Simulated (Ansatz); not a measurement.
# PbS under changes of volume

One of the cells (26.686 Å³/atom); the others are scaled copies at fixed shape and fractional positions:

```
Pb S
1.0
     2.11266    1.21975    3.45192
    -2.11266    1.21975    3.45192
     0.00000   -2.43949    3.45192
Pb S
1 1
Direct
  0.98057 0.98057 0.98057
  0.47504 0.47504 0.47504
```

The cell is a database's computed one.

- Program: Ansatz 0.2.0
- Functional: HSE06
- Potentials or basis: Ansatz PAW
- Cutoff: 420 eV (not typed: the program's choice for these potentials)
- k mesh: 6 × 6 × 6
- Occupations: fermi-dirac, width 0.05 eV
- Spin: no spin polarisation

```csv
volume (Å³/atom),energy over the lowest point (meV/atom),pressure (GPa),gap on the mesh (eV),largest force (eV/Å)
25.085,16.82,3.8,0.62,0.034
25.618,?,?,?,?
26.152,1.28,1.0,0.81,0.012
26.686,0.00,-0.2,0.89,0.002
27.220,2.47,-1.3,0.97,0.008
27.753,8.31,-2.2,1.04,0.018
28.287,17.19,-3.1,1.11,0.027
```

**Question.** What does the run at 25.618 Å³/atom give?

**Answer.** Energy over the lowest point 6.73 meV/atom; pressure 2.3 GPa; gap on the mesh 0.72 eV; largest force 0.023 eV/Å.

Worked out: A Birch-Murnaghan fit of order 3 (a polynomial in V^(-2/3)) to the other rows has its minimum at 26.59 Å³/atom with B0 = V·E''(V) = 57 GPa and B' = 4.3 at fixed shape and positions, which overstates the stiffness. It gives 6.74 meV/atom at 25.618 Å³/atom, against the run's 6.73, and -dE/dV = 2.3 GPa, against 2.3. A parabola through the other rows of the gap, of slope 4.49 eV per unit of ln V (its deformation potential) there, gives 0.72 eV, against the run's 0.72.

Energies are extrapolated to zero smearing.

Caveats: spin-orbit coupling is left out, which as a rule narrows the gap of such compounds by several tenths of an eV; the PAW data sets come from PBE, with cores solved anew for the run's functional, which leaves a small shift of forces and pressure; the thresholds are loose for stress.

A mesh can miss the band edges.
